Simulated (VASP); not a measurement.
# C (Fd-3m) in VASP: notebook, part 2 of 2

VASP 6.6.1.

### Step 3. Relaxation of cell and atoms, PBE

File INCAR:

```
SYSTEM = C
PREC = Accurate
ENCUT = 480
EDIFF = 1E-7
ISMEAR = -1
SIGMA = 0.05
LREAL = .FALSE.
LASPH = .TRUE.
NELM = 80
ALGO = Normal
ISIF = 3
LWAVE = .FALSE.
LCHARG = .FALSE.
GGA = PE
IBRION = 2
NSW = 60
EDIFFG = -0.01
```

File KPOINTS:

```
Automatic mesh
0
G
  13 13 13
  0 0 0
```

File POSCAR:

```
C
1.0
    0.0000000000      1.7833700000      1.7833700000
    1.7833700000      0.0000000000      1.7833700000
    1.7833700000      1.7833700000      0.0000000000
C
2
Direct
    0.7500000000      0.7500000000      0.7500000000
    0.5000000000      0.5000000000      0.5000000000
```

Potentials or basis: VASP PAW PBE potentials, release 64 (C_s).

The run is started by

```
$ cat potpaw_PBE.64/C_s/POTCAR > POTCAR
$ mpirun -np 1 vasp_std > vasp.out
```

OUTCAR:

```text
SYSTEM = C
   PREC = Accurate
   ENCUT = 480
   EDIFF = 1E-7
   ISMEAR = -1
   LREAL = .FALSE.
   LASPH = .TRUE.
   NELM = 80
   ISIF = 3
   GGA = PE
   IBRION = 2
   NSW = 60
   EDIFFG = -0.01

 ion  position               nearest neighbor table
   1  0.750  0.750  0.750-   2 1.54   2 1.54   2 1.54   2 1.54
   2  0.500  0.500  0.500-   1 1.54   1 1.54   1 1.54   1 1.54

  LATTYP: Found a face centered cubic cell.
 ALAT       =     3.5667400000

  Lattice vectors:

 A1 = (   0.0000000000,   1.7833700000,   1.7833700000)
 A2 = (   1.7833700000,   0.0000000000,   1.7833700000)
 A3 = (   1.7833700000,   1.7833700000,   0.0000000000)

Analysis of symmetry for initial positions (statically):
=====================================================================
 Subroutine PRICEL returns:
 Original cell was already a primitive cell.

 Routine SETGRP: Setting up the symmetry group for a
 face centered cubic supercell.

 Subroutine GETGRP returns: Found 48 space group operations
 (whereof 24 operations were pure point group operations)
 out of a pool of 48 trial point group operations.

The static configuration has the point symmetry T_d .
 The point group associated with its full space group is O_h .

Analysis of symmetry for dynamics (positions and initial velocities):
=====================================================================
 Subroutine PRICEL returns:
 Original cell was already a primitive cell.

 Routine SETGRP: Setting up the symmetry group for a
 face centered cubic supercell.

 Subroutine GETGRP returns: Found 48 space group operations
 (whereof 24 operations were pure point group operations)
 out of a pool of 48 trial point group operations.

The dynamic configuration has the point symmetry T_d .
 The point group associated with its full space group is O_h .

 Subroutine INISYM returns: Found 48 space group operations
 (whereof 24 operations are pure point group operations),
 and found     1 'primitive' translations

----------------------------------------------------------------------------------------

                                     Primitive cell

  volume of cell :      11.3437

  direct lattice vectors                    reciprocal lattice vectors
     0.000000000  1.783370000  1.783370000    -0.280368067  0.280368067  0.280368067
     1.783370000  0.000000000  1.783370000     0.280368067 -0.280368067  0.280368067
     1.783370000  1.783370000  0.000000000     0.280368067  0.280368067 -0.280368067

  length of vectors
     2.522066041  2.522066041  2.522066041     0.485611737  0.485611737  0.485611737

  position of ions in fractional coordinates (direct lattice)
     0.750000000  0.750000000  0.750000000
     0.500000000  0.500000000  0.500000000

  ion indices of the primitive-cell ions
   primitive index   ion index
                 1           1
                 2           2

----------------------------------------------------------------------------------------

 KPOINTS: Automatic mesh

Automatic generation of k-mesh.
 Grid dimensions read from file:
 generate k-points for:   13   13   13
[... 50 lines left out ...]
   dimension x,y,z NGXF=    36 NGYF=   36 NGZF=   36
   ions per type =               2
   NGX,Y,Z   is equivalent  to a cutoff of  11.86, 11.86, 11.86 a.u.
   NGXF,Y,Z  is equivalent  to a cutoff of  23.73, 23.73, 23.73 a.u.
 SYSTEM =  C
   PREC   = accura    normal or accurate (medium, high low for compatibility)
   ISTART =      0    job   : 0-new  1-cont  2-samecut
   ICHARG =      2    charge: 1-file 2-atom 10-const
   ISPIN  =      1    spin polarized calculation?
   LNONCOLLINEAR =      F non collinear calculations
   LSORBIT =      F    spin-orbit coupling
   LASPH  =      T    aspherical Exc in radial PAW
   ENCUT  =  480.0 eV  35.28 Ry    5.94 a.u.   4.51  4.51  4.51*2*pi/ulx,y,z
   NELM   =     80;   NELMIN=  2; NELMDL= -5     # of ELM steps
   EDIFF  = 0.1E-06   stopping-criterion for ELM
   LREAL  =      F    real-space projection
   EDIFFG = -.1E-01   stopping-criterion for IOM
   NSW    =     60    number of steps for IOM
   IBRION =      2    ionic relax: 0-MD 1-quasi-New 2-CG
   NFREE  =      1    steps in history (QN), initial steepest desc. (CG)
   ISIF   =      3    stress and relaxation
   ISYM   =      2    0-nonsym 1-usesym 2-fastsym
   POTIM  = 0.5000    time-step for ionic-motion
   TEBEG  =    0.0;   TEEND  =   0.0 temperature during run
   PSTRESS=    0.0 pullay stress
   NELECT =       8.0000    total number of electrons
   NUPDOWN=      -1.0000    fix difference up-down
   EMIN   =  10.00;   EMAX   =-10.00  energy-range for DOS
   EFERMI =   0.00;   METHOD = LEGACY
   ISMEAR =    -1;   SIGMA  =   0.05  broadening in eV -4-tet -1-fermi 0-gaus
   EFERMI_NEDOS =   21; number of points for ismear=-14 and -15
   IALGO  =     38    algorithm
   IMIX   =      4    mixing-type and parameters
     AMIX     =   0.40;   BMIX     =  1.00
     AMIX_MAG =   1.60;   BMIX_MAG =  1.00
  volume/ion in A,a.u.               =       5.67        38.28
  Fermi-wavevector in a.u.,A,eV,Ry     =   1.457203  2.753714 28.891161  2.123440
  Thomas-Fermi vector in A             =   2.574032
   LORBIT       =      0    0 simple, 1 ext, 2 COOP (PROOUT), +10 PAW based schemes
   GGA     = PE    functional components
   LHFCALC =     F    Hartree Fock is set to
   AEXX    =    0.0000 exact exchange contribution
   IVDW    =     0    specifies the selected vdW correction
   LEPSILON=     F    determine dielectric tensor
   LRPA    =     F    only Hartree local field effects (RPA)
 conjugate gradient relaxation of ions
 non-spin polarized calculation
  energy-cutoff  :      480.00
  volume of cell :       11.34
 maximum number of plane-waves:       290
 NGX is ok and might be reduce to    18
   NGX =  9   NGY =  9   NGZ =  9

--------------------------------------- Ionic step        1  -------------------------------------------

 number of electron       7.9999999 magnetization

 Free energy of the ion-electron system (eV)
  ---------------------------------------------------
  ext. energy  EPLUGINS =         0.00000000
  ---------------------------------------------------
  free energy    TOTEN  =       -18.16098200 eV

  energy without entropy =      -18.16098200  energy(sigma->0) =      -18.16098200

------------------------ aborting loop because EDIFF is reached ----------------------------------------

  FORCE on cell =-STRESS in cart. coord.  units (eV):
  Direction    XX          YY          ZZ          XY          YZ          ZX
  --------------------------------------------------------------------------------------
  -------------------------------------------------------------------------------------
  Total        0.2164258      0.2164258      0.2164258      0.0000000      0.0000000      0.0000000
  in kB       30.5678735     30.5678735     30.5678735      0.0000000      0.0000000      0.0000000
  external PRESSURE =      30.5678735 kB  Pullay stress =       0.0000000 kB
[... 59 lines left out ...]
--------------------------------------- Ionic step        3  -------------------------------------------

 number of electron       7.9999999 magnetization

 Free energy of the ion-electron system (eV)
  ---------------------------------------------------
  ext. energy  EPLUGINS =         0.00000000
  ---------------------------------------------------
  free energy    TOTEN  =       -18.16172617 eV

  energy without entropy =      -18.16172617  energy(sigma->0) =      -18.16172617

 E-fermi :  12.0155     XC(G=0): -13.1900

 val. band max:       11.1090463444   @ k =   0.0000   0.0000   0.0000
 cond. band min:      15.2515803706   @ k =   0.3846   0.3846   0.0000
 fundamental gap:      4.1425340262
 Fermi energy:        12.0155278856

 k-point     1 :       0.0000    0.0000    0.0000
  band No.  band energies     occupation
      1     -10.2819      2.00000
      2      11.1090      2.00000
      3      11.1090      2.00000
      4      11.1090      2.00000
      5      16.6723      0.00000
      6      16.6723      0.00000
      7      16.6723      0.00000
      8      24.2811      0.00000
[... 243 lines left out ...]
 k-point    24 :       0.4615    0.1538    0.0000
  band No.  band energies     occupation
      1      -5.2984      2.00000
      2      -0.0830      2.00000
      3       6.6920      2.00000
      4       7.2226      2.00000
      5      18.1753      0.00000
      6      21.6456      0.00000
      7      21.9216      0.00000
      8      24.9615      0.00000

 [... further k-points ...]

------------------------ aborting loop because EDIFF is reached ----------------------------------------

  FORCE on cell =-STRESS in cart. coord.  units (eV):
  Direction    XX          YY          ZZ          XY          YZ          ZX
  --------------------------------------------------------------------------------------
  -------------------------------------------------------------------------------------
  Total       -0.0003096     -0.0003096     -0.0003096      0.0000000      0.0000000      0.0000000
  in kB       -0.0434208     -0.0434208     -0.0434208      0.0000000      0.0000000      0.0000000
  external PRESSURE =      -0.0434208 kB  Pullay stress =       0.0000000 kB
[... 17 lines left out ...]
  FREE ENERGIE OF THE ION-ELECTRON SYSTEM (eV)
  ---------------------------------------------------
  free  energy   TOTEN  =       -18.1617261681 eV

  energy  without entropy=      -18.1617261681  energy(sigma->0) =      -18.16172617

 reached required accuracy - stopping structural energy minimisation
```

It took 6.4 s on 1 thread of Intel Xeon 6975P-C (Granite Rapids), shared host; peak memory 0.11 GiB.

Results:

```yaml
Free_energy: -18.1617 eV
Relaxed_volume: 5.71 Å³/atom
Relaxed_cell: a = 2.528 Å, b = 2.528 Å, c = 2.528 Å, α = 60.00°, β = 60.00°, γ = 60.00°
Space_group_after_relaxing_to_0.05_Å: Fd-3m (No. 227)
Energy_gained_by_relaxing: 0.4 meV/atom
Ionic_steps: 3
Pressure_after_relaxing: 0.0 GPa
Band_gap_on_the_k_mesh: 4.14 eV, indirect (least direct gap 5.56 eV)
```

Step by step:
```csv
step,energy change (eV),largest force (eV/Å),pressure (GPa),volume (Å³)
1,0.0000,0.0000,3.06,11.34
2,0.0004,0.0000,-3.73,11.52
3,-0.0007,0.0000,0.00,11.42
```

Final structure:
```xyz
2
Lattice="0.0000 1.7875 1.7875 1.7875 0.0000 1.7875 1.7875 1.7875 0.0000" Properties=species:S:1:pos:R:3 pbc="T T T"
C     2.6812    2.6812    2.6812
C     1.7875    1.7875    1.7875
```

Caveat: an odd mesh through Γ misses points on the zone boundary, where band edges often lie.

### Step 4. For comparison

An earlier run on the cell as given: functional PBE; potentials or basis VASP PAW PBE potentials, release 64 (C); cutoff 520 eV; k mesh 13 × 13 × 13; occupations fermi-dirac, width 0.05 eV; no spin polarisation.

* Pressure: 2.5 GPa
* Band gap on the k mesh: 4.14 eV, indirect (least direct gap 5.59 eV)

### Step 5. Summary

```csv
task,potentials or basis,cell,cutoff (eV),gap on the mesh (eV),pressure (GPa),relaxed volume (Å³/atom)
relaxation of cell and atoms,"VASP PAW PBE potentials, release 64 (C_h)",relaxed,980,4.14,0.0,5.69
relaxation of cell and atoms,"VASP PAW PBE potentials, release 64 (C_s)",relaxed,480,4.14,0.0,5.71
single point,"VASP PAW PBE potentials, release 64 (C)",as given,520,4.14,2.5,-
```

Alike in all rows: level PBE; no spin polarisation; k mesh 13 × 13 × 13; smearing fermi-dirac 0.05 eV.

Caveats: an odd mesh through Γ misses points on the zone boundary, where band edges often lie.

Total energies depend on the potentials used, so only differences within one code and one set of settings carry meaning.

### Step 6. Against experiment

Step 2. The cell as given is a measured one (5.67 Å³/atom); PBE puts the equilibrium volume +0.4 % from it, thermal expansion not counted.

Step 3. The cell as given is a measured one (5.67 Å³/atom); PBE puts the equilibrium volume +0.7 % from it, thermal expansion not counted.
